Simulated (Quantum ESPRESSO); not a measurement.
Runs of Quantum ESPRESSO 7.5 on Sn. The structure is cubic, space group Fd-3m (No. 227). The conventional cell has a = 6.467 Å, b = 6.467 Å, c = 6.467 Å, α = 90.00°, β = 90.00°, γ = 90.00°. Around Sn (site symmetry -43m) lie 4 Sn at 2.80 Å. This isn't the form of Sn at room conditions, which is tetragonal (white tin).

```tsv
cell	gap on the mesh (eV)	pressure (GPa)
relaxed to 10 GPa	0.19	9.7
relaxed to 20 GPa	(a)	19.5
relaxed to 5 GPa	none	4.9
relaxed to 30 GPa	none	29.5
relaxed to 2 GPa	none	2.0
relaxed to 0.3 kbar	none	0.0
```

Alike in all rows: task relaxation of cell and atoms; level PBEsol; potentials or basis GBRV 1.5 PBEsol; no spin polarisation; k mesh 7 × 7 × 7; cutoff (eV) 1061; smearing fermi-dirac 0.05 eV.

Estimate the missing entries.

(a) 0.13.

Caveats: spin-orbit coupling is left out, which moves the levels of the heavy elements (some runs); an odd mesh through Γ misses points on the zone boundary, where band edges often lie (some runs).

A k mesh can miss the band edges, and the runs leave out spin-orbit coupling on Sn.

A gap of «none» marks a metal or a gap under the smearing width.
